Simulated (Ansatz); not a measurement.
**From the elastic tensor of TiC at 7 GPa (stress–strain coefficients) to moduli and sound speeds**

Method: Ansatz, DFT PBEsol, scalar-relativistic, plane waves, PAW. Settings: 420 eV plane-wave cutoff, Γ-centred 16×16×16 mesh, Fermi-Dirac smearing of 0.15 eV. No spin polarisation.

It takes space group Fm-3m (No. 225, cubic). Conventional cell: a = 4.258 Å, b = 4.258 Å, c = 4.258 Å, α = 90.00°, β = 90.00°, γ = 90.00°. Ti (site symmetry m-3m) is surrounded by 6 C at 2.13 Å. Around C (site symmetry m-3m) lie 6 Ti at 2.13 Å.

In a metal, frequencies and elastic constants depend on the k mesh and the smearing, soft modes and shear constants most.

Relaxed-ion constants (GPa, on the Cartesian axes of the calculation):
```
615.5 134.2 134.2   0.0   0.0   0.0
134.2 615.5 134.2   0.0   0.0   0.0
134.2 134.2 615.5   0.0   0.0   0.0
  0.0   0.0   0.0 178.0   0.0   0.0
  0.0   0.0   0.0   0.0 178.0   0.0
  0.0   0.0   0.0   0.0   0.0 178.0
```

Density 5.151 g/cm³; 2 atoms in 19.30 Å³.

The values that follow are for a polycrystal of randomly turned grains, by Hill's mean where one number stands.

With S = C⁻¹: B_V = (C11+C22+C33+2(C12+C13+C23))/9, G_V = (C11+C22+C33−C12−C13−C23+3(C44+C55+C66))/15, 1/B_R = S11+S22+S33+2(S12+S13+S23), 15/G_R = 4(S11+S22+S33−S12−S13−S23)+3(S44+S55+S66); Hill is their mean. Then v_l = √((B+4G/3)/ρ), v_t = √(G/ρ), v_m = [(2/v_t³+1/v_l³)/3]^(−1/3) and Θ = (ħ/k_B)·v_m·(6π²n/V)^(1/3) for n atoms in the volume V; E = 9BG/(3B+G), ν = (3B−2G)/(2(3B+G)) and A^U = 5G_V/G_R + B_V/B_R − 6.

```
Bulk modulus, Voigt / Reuss / Hill          : 294.6 / 294.6 / 294.6 GPa
Shear modulus, Voigt / Reuss / Hill         : 203.0 / 198.7 / 200.9 GPa
Young's modulus                             : 491 GPa
Poisson ratio                               : 0.222
Pugh ratio B/G                              : 1.47
Universal anisotropy index                  : 0.11
Longitudinal and transverse sound speeds    : 10449 and 6244 m/s
Debye temperature from the mean sound speed : 966 K
```

Cost: 1 run of about 0.64 core-minutes, on Intel Xeon Platinum 8488C (Sapphire Rapids) (shared hosts).

The cubic tensor is far stiffer against stretching along the Ti–C bonds (C11 of 615.5 GPa) than against shear, where C44 is 178.0 GPa. This fits the textbook picture of TiC: strong, directional C 2p–Ti 3d σ bonds along the cube axes, with the valence electrons just filling the bonding states. C12 lies well below C44, the reverse of what is usual in ductile metals, which points to non-central, angle-dependent forces despite the metallic character. C44 is also smaller than half of C11 − C12, so Young's modulus peaks along the cube axes and is lowest along the body diagonals, although the anisotropy index of 0.11 remains small. Since every atom sits at an inversion centre, homogeneous strain causes no internal displacement, and ionic relaxation cannot soften these constants. The tensor meets the cubic criteria for elastic stability at this pressure, but that doesn't exclude phonon instabilities at finite wave vector. The low Pugh ratio suggests brittleness, while a single pressure doesn't show how much of the stiffness is due to compression.
